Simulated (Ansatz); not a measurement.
# Cu: pressure against volume

Cu, Fm-3m, a = 3.630 Å. Ansatz: PBE, PAW, 420 eV, Γ-centred 20×20×20 mesh on 1 atom, Gaussian smearing 0.10 eV; no spin polarisation. Symmetry fixes shape and atoms, so the cell is only scaled; pressure is positive in compression.

```
V (Å³/atom) P (GPa)
     11.238    10.19
     11.597     4.64
     11.956     0.01
     12.314        ?
     12.673    -7.06
```

**Question.** Take V0 = 11.956 Å³/atom, count pressures from its P0 = 0.01 GPa, fit the third-order Birch–Murnaghan form to the other rows, and predict the missing pressure.

**Answer.** With the Eulerian strain f = ½[(V0/V)^(2/3) − 1] and y = (P − P0)/[3f(1 + 2f)^(5/2)], the form is the line y = B0 + 1.5 B0 (B0′ − 4) f. Rows (f, y): 0.02108, 145.2; 0.01027, 142.8; -0.01904, 136.4. Means f = 0.004103, y = 141.47; Σ(Δf)² = 0.0008618, ΣΔfΔy = 0.1889; the slope is their ratio. y = 140.6 + 219.1 f GPa, so B0 = 140.6 GPa and B0′ = 4 + 2 × (219.1)/(3 × 140.6) = 5.04. At V = 12.314, f = -0.00974, y = 138.47 and P = -3.84 GPa. The run gave -3.85 GPa, so the fit is 0.01 GPa too high, a small miss on the scale of the series.